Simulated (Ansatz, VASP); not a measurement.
## Two plane-wave programs on BeTe3

```
Be Te
1.0
     0.00000    3.66636    3.66636
     3.66636    0.00000    3.66636
     3.66636    3.66636    0.00000
Be Te
1 3
Cartesian
  0.0000 0.0000 0.0000
  1.8332 1.8332 1.8332
  5.4995 5.4995 5.4995
  3.6664 3.6664 3.6664
```

Change from the starting cell: species swapped into the SmCd3 type (Fm-3m, No. 225).

Alike in both runs: functional PBE; k mesh 12 × 12 × 12; occupations gaussian, width 0.1 eV; no spin polarisation.

Ansatz relaxed the structure, and its values are those at the end. VASP's run is a single point on that final structure, the one shown.

|  | VASP | Ansatz |
| --- | --- | --- |
| version | VASP 6.6.1 | Ansatz 0.2.0 |
| potentials or method | VASP PAW PBE potentials, release 64 (Be, Te) | scalar-relativistic, plane waves, PAW |
| plane-wave cutoff (eV) | 520 | 420 |
| valence electrons in the cell | 20 | 50 |

```tsv
	VASP	Ansatz	Ansatz less VASP
gap on the k mesh at the Fermi level (eV)	none	none	-
pressure (GPa)	-0.1	0.0	+0.06
```

A gap of «none» marks a metal or a gap that the smearing closes. The two sets of potentials don't hold the same shells in valence.

Spin-orbit coupling is left out, which matters for the levels of Te.
